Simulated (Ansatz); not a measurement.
## EuO under changes of volume

One of the cells (17.013 Å³/atom); the others are scaled copies at fixed shape and fractional positions:

```
Eu O
1.0
     0.00000    2.57195    2.57195
     2.57195    0.00000    2.57195
     2.57195    2.57195    0.00000
Eu O
1 1
Direct
  0.00000 0.00000 0.00000
  0.50000 0.50000 0.50000
```

| Quantity | Value |
| --- | --- |
| Program | Ansatz 0.2.0 |
| Functional | r2SCAN |
| Potentials or basis | Ansatz PAW |
| Cutoff | 500 eV (not typed: the program's choice for these potentials) |
| k mesh | 9 × 9 × 9 |
| Occupations | fermi-dirac, width 0.05 eV |
| Spin | collinear spin, ferromagnetic start |
| Starting moments | [7.0, 0.0] μB |

```csv
volume (Å³/atom),energy over the lowest point (meV/atom),pressure (GPa),moment (μB per cell)
15.992,0.00,0.6,6.98
16.333,?,?,?
16.673,6.65,-3.6,6.99
17.013,16.05,-5.3,6.99
17.354,28.80,-6.8,6.99
17.694,44.52,-8.1,7.00
18.034,62.94,-9.3,7.00
```

Question: What does the run at 16.333 Å³/atom give?

Answer: Energy over the lowest point 1.13 meV/atom; pressure -1.6 GPa; moment 6.98 μB per cell.

Worked out: A Birch-Murnaghan fit of order 3 (a polynomial in V^(-2/3)) to the other rows has its minimum at 16.08 Å³/atom with B0 = V·E''(V) = 106 GPa and B' = 4.8. It gives 1.16 meV/atom at 16.333 Å³/atom, against the run's 1.13, and -dE/dV = -1.6 GPa, against -1.6. A straight line through the other rows of the moment, of slope 0.00965 μB per Å³/atom, gives 6.98 μB, against the run's 6.98.

Energies are extrapolated to zero smearing.

Caveats: the magnetic or orbital state may not be the lowest; a cell with one magnetic atom can't hold antiferromagnetic order, which such compounds often take; without U or exact exchange the open f shell lies at the Fermi level, which spoils levels, moments and volumes; the PAW data sets come from PBE, with cores solved anew for the run's functional, which leaves a small shift of forces and pressure.
